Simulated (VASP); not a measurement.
Set up this calculation in VASP 6.6.1, as the native input.

```
Task                   : relaxation of cell and atoms
Functional             : PBE
Potentials or basis    : VASP PAW PBE potentials, release 64 (P)
Cutoff                 : 520 eV
k mesh                 : 11 × 11 × 8
Occupations            : gaussian, width 0.1 eV
Spin                   : no spin polarisation
Further INCAR settings : ALGO = Normal; EDIFF = 1e-06; IBRION = 2; EDIFFG = -0.01; NSW = 90; ISIF = 3
```

The structure of P lies in POSCAR:

```
P
1.0
    1.6582000000     -5.2420000000      0.0000000000
    1.6582000000      5.2420000000      0.0000000000
    0.0000000000      0.0000000000      4.3793000000
P
4
Direct
    0.8983800000      0.1016200000      0.0806800000
    0.6016200000      0.3983800000      0.5806800000
    0.1016200000      0.8983800000      0.9193200000
    0.3983800000      0.6016200000      0.4193200000
```

These files were run (other wordings do the same):

INCAR

```
  ALGO = Normal
  EDIFF = 1E-6
  EDIFFG = -0.01
  ENCUT = 520
  GGA = PE
  IBRION = 2
  ISIF = 3
  ISMEAR = 0
  KPAR = 2
  LASPH = T
  LCHARG = F
  LREAL = F
  LWAVE = F
  NELM = 120
  NSW = 90
  PREC = Accurate
  SIGMA = 0.1
```

KPOINTS

```
k-points
0
Gamma
  11 11 8
```

Potentials or basis: VASP PAW PBE potentials, release 64 (P).

Command:

```console
$ cat potpaw_PBE.64/P/POTCAR > POTCAR
$ mpirun -np 2 vasp_std > vasp.out
```

It gave:

```json
{"Relaxed volume": "21.06 Å³/atom", "Relaxed cell": "a = 5.836 Å, b = 5.836 Å, c = 4.551 Å, α = 90.00°, β = 90.00°, γ = 147.07°", "Space group after relaxing (to 0.05 Å)": "Cmce (No. 64)", "Energy gained by relaxing": "9.7 meV/atom", "Ionic steps": "19", "Pressure after relaxing": "0.0 GPa", "Largest force after relaxing": "0.006 eV/Å", "Band gap on the k mesh": "0.19 eV, direct"}
```

Caveat: an odd mesh through Γ misses points on the zone boundary, where band edges often lie; the volume moved by +11 % from the deposited cell, more than functionals usually miss.

Run time: 13 min on 2 MPI ranks on AMD EPYC 9R45 96-Core Processor (Zen 5) (shared host), peak memory 0.31 GiB a rank.
